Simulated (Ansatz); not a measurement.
# A series in volume per atom on NbH2

All results are calculated (Ansatz 0.2.0). Periodic Kohn-Sham DFT of a crystal at fixed atoms; pressure and stress are positive in compression; the energy is the free energy less that of spherical unpolarised free atoms; site moments are those in the method's own spheres, positive along +z.

Cell of the first row (space group Fm-3m, No. 225):
```
CELL_PARAMETERS angstrom
0.00000 2.23490 2.23490
2.23490 0.00000 2.23490
2.23490 2.23490 0.00000
ATOMIC_POSITIONS crystal
Nb 0.00000 0.00000 0.00000
H 0.25000 0.25000 0.25000
H 0.75000 0.75000 0.75000
```

Settings of every row: method all-electron PAW; functional LDA; relativity scalar; k mesh 15x15x15; filling fermi-dirac; smearing width 0.03 eV; nucleus gaussian.

Atom start moment: 0 on all atoms.

```
row  volume per atom (Å³)  pressure (GPa)
  1                 7.442           3.507
  2                   7.6           -0.81
  3                 7.759          -4.693
  4                 7.838          -6.486
  5                 7.917          -8.186
  6                 7.996               ?
  7                 8.076         -11.328
  8                 8.234         -14.153
  9                 8.392         -16.693
```

Question: what pressure should row 6 give?

Worked fit of pressure. Take u = (V_r/V)^(2/3) − 1 with V_r = 7.8775 Å³ an atom, which is twice the finite (Eulerian) strain; such expansions in the strain, on which the Birch-Murnaghan equation of state is built, carry the rest volume and the bulk modulus. The shown rows have u = 0.03864, 0.0242, 0.01016, 0.00336, -0.00333, -0.01645, -0.02908, -0.0413. Least squares give pressure = −7.3451 + 253.293 × u + 683.25 × u² + 751 × u³ GPa; a parabola predicts inner rows, each left out in turn, worse (root mean square 0.013 against 0.0069 GPa). The rows lie off it by 0.001, -0.005, 0.007, 0.000, -0.005, 0.002, -0.001, 0.001 (root mean square 0.0036 GPa). The pressure vanishes at u = 0.0270, or V = 7.569 Å³ an atom, and there the bulk modulus at fixed shape and fractions is B = −V dP/dV = (2/3)(1 + u) dP/du = 200 GPa. The withheld row has u = -0.0099, so the fit gives −7.3451 + 253.293 × (-0.0099) + 683.25 × (-0.0099)² + 751 × (-0.0099)³ = -9.786 GPa.

The calculation gave -9.799 GPa. The fit lies 0.013 GPa (0.064 % of the column's range) above it; its largest miss of a shown row is 0.007 GPa.
